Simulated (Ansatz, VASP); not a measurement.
## B in VASP and in Ansatz

INCAR

```
  PREC = Accurate
  ENCUT = 520
  EDIFF = 1E-6
  ISMEAR = 0
  SIGMA = 0.1
  LREAL = False
  LASPH = True
  NELM = 100
  ALGO = Normal
  ISIF = 2
  LWAVE = False
  LCHARG = False
  GGA = PE
  NBANDS = 14
```

The input KPOINTS:

```
regular mesh
0
Gamma
  9 9 9
```

The input POSCAR:

```
B
1.0
    1.0110101419      0.5837069775      9.1648520561
   -1.0110101419      0.5837069775      9.1648520561
    0.0000000000     -1.1674139551      9.1648520561
B
4
Direct
    0.0500000000      0.0500000000      0.0500000000
    0.9500000000      0.9500000000      0.9500000000
    0.2830000000      0.2830000000      0.2830000000
    0.7170000000      0.7170000000      0.7170000000
```

Input for Ansatz:

```yaml
crystal:
  lattice:
    - [1.0110101419, 0.5837069775, 9.1648520561]
    - [-1.0110101419, 0.5837069775, 9.1648520561]
    - [0.0, -1.1674139551, 9.1648520561]
  atoms:
    - { symbol: B, position: [0.05, 0.05, 0.05] }
    - { symbol: B, position: [0.95, 0.95, 0.95] }
    - { symbol: B, position: [0.283, 0.283, 0.283] }
    - { symbol: B, position: [0.717, 0.717, 0.717] }
basis:
  ecutwfc: 420
kpoints:
  mp_grid: { grid: [9, 9, 9] }
hamiltonian:
  xc: pbe
scf:
  occupations: { method: gaussian, width: 0.1 }
  lower_state_search: "off"
output:
  forces: true
  stress: true
  eigenvalues: true
```

Alike in both runs: task single point; functional PBE; k mesh 9 × 9 × 9; occupations gaussian, width 0.1 eV; no spin polarisation.

|  | VASP | Ansatz |
| --- | --- | --- |
| version | VASP 6.6.1 | Ansatz 0.2.0 |
| potentials or method | VASP PAW PBE potentials, release 64 (B) | scalar-relativistic, plane waves, PAW |
| plane-wave cutoff (eV) | 520 | 420 |
| valence electrons in the cell | 12 | 12 |

|  | VASP | Ansatz | Ansatz less VASP |
| --- | --- | --- | --- |
| gap on the k mesh at the Fermi level (eV) | none | none | - |
| rms of the force components (eV/Å) | 0.536 | 0.534 | -0.0019 |

Atom by atom the forces differ by 0.002 eV/Å (rms over components). A gap of «none» marks a metal or a gap that the smearing closes.

Caveats: the k mesh is coarse (spacing up to 0.40 Å⁻¹), so the values aren't converged; forces of over 1 eV/Å show positions far from the minimum, so gaps and moduli don't describe the material at rest.
